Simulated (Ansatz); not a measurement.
# CaSe (rocksalt) under strain

Rocksalt CaSe, relaxed with r2SCAN in Ansatz 0.2.0. It is cubic, Fm-3m (No. 225); conventional cell a = 5.935 Å, 26.13 Å³ an atom. Around Ca lie 6 Se at 2.97 Å; around Se lie 6 Ca at 2.97 Å.

The axes x, y and z are those of this cell:
```
CELL_PARAMETERS angstrom
0.00000 2.96754 2.96754
2.96754 0.00000 2.96754
2.96754 2.96754 0.00000
ATOMIC_POSITIONS crystal
Ca 0.00000 0.00000 0.00000
Se 0.50000 0.50000 0.50000
```

Unstrained: With PBE the valence top lies at Γ and the conduction bottom at X, 2.057 eV higher; the smallest vertical gap, at X, is 2.980 eV. With r2SCAN the valence top lies at Γ and the conduction bottom at X, 2.518 eV higher; the smallest vertical gap, at X, is 3.458 eV. The HSE06 gap is indirect, 2.999 eV (Γ to X), below the direct gap of 4.032 eV at X. Meshes: PBE 8×8×8, r2SCAN 8×8×8, HSE06 6×6×6. Strains are changes of length per length, and xy shears are angles. After each strain the atoms were relaxed again with r2SCAN within the symmetry that the strain leaves, so tilts or polar shifts that break it weren't tested; points keep the names that they have in the unstrained zone. (Simulation; spin polarisation is off.)

Changes of the least gap in eV (an overlap counts as a negative gap):

| strain | volume change (%) | space group | PBE | r2SCAN | HSE06 | energy rise, r2SCAN (meV/atom) |
| --- | --- | --- | --- | --- | --- | --- |
| epitaxial -3.04 % in the xy plane, free normal strain +1.02 % | -5.0 | I4/mmm | -0.142 | -0.146 | -0.150 | 21.8 |
| xy shear, engineering strain (angle) -2.6 % | 0.0 | Immm | -0.079 | -0.082 | -0.084 | 1.6 |
| epitaxial +3.13 % in the plane normal to [111], free normal strain -2.21 % | +4.0 | R-3m | -0.108 | -0.117 | -0.113 | 15.3 |

Epitaxial -3.04 % in the xy plane, free normal strain +1.02 %. HSE06: the gap goes from 2.999 to 2.849 eV (-0.150 eV); with r2SCAN the top three valence levels at Γ, degenerate before, become 2+1 from the top over 37 meV. Stress change with r2SCAN, compression positive: xx +4.80, yy +4.80, zz +0.06 GPa.

Xy shear, engineering strain (angle) -2.6 %. HSE06: the gap goes from 2.999 to 2.915 eV (-0.084 eV); with r2SCAN the top three valence levels at Γ, degenerate before, become 1+1+1 from the top over 152 meV. Stress change with r2SCAN, compression positive: xx +0.01, yy +0.01, zz -0.02, xy +0.77 GPa.

Epitaxial +3.13 % in the plane normal to [111], free normal strain -2.21 %. HSE06: the gap goes from 2.999 to 2.886 eV (-0.113 eV); with r2SCAN the top three valence levels at Γ, degenerate before, become 1+2 from the top over 282 meV. Stress change with r2SCAN, compression positive: xx -1.91, yy -1.91, zz -1.91, xy +0.96, xz +0.96, yz +0.96 GPa.

Spin-orbit coupling is left out.

The meshes of the hybrids are coarse, so their gaps aren't converged to the digits shown.

The splittings at Γ are without spin-orbit coupling, which regroups them where it is of like size or larger.
